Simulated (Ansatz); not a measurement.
Task: Ti$_{3}$SiC$_{2}$ in space group P6_3/mmc (No. 194; Ti on 4f, Ti on 2a, Si on 2b, C on 4f) is relaxed with r²SCAN in the plane-wave PAW code Ansatz. What lattice parameters of the conventional cell result?

Result: a = 3.067 Å, c = 17.674 Å.

Task: Give the free coordinates with the occupied sites.

Result: In one choice of origin and axes:

```
atom  site  symmetry       x       y       z
----  ----  --------  ------  ------  ------
Ti      4f       3m.  0.6667  0.3333  0.1352
Ti      2a      -3m.  0.0000  0.0000  0.0000
Si      2b      -6m2  0.0000  0.0000  0.2500
C       4f       3m.  0.3333  0.6667  0.0725
```

Task: Is it a metal or does it have a gap at this level?

Result: No gap at this level.

The r²SCAN relaxation kept the symmetry of its start. The run is not spin-polarised.

Potentials: the later of the program's two PAW sets.
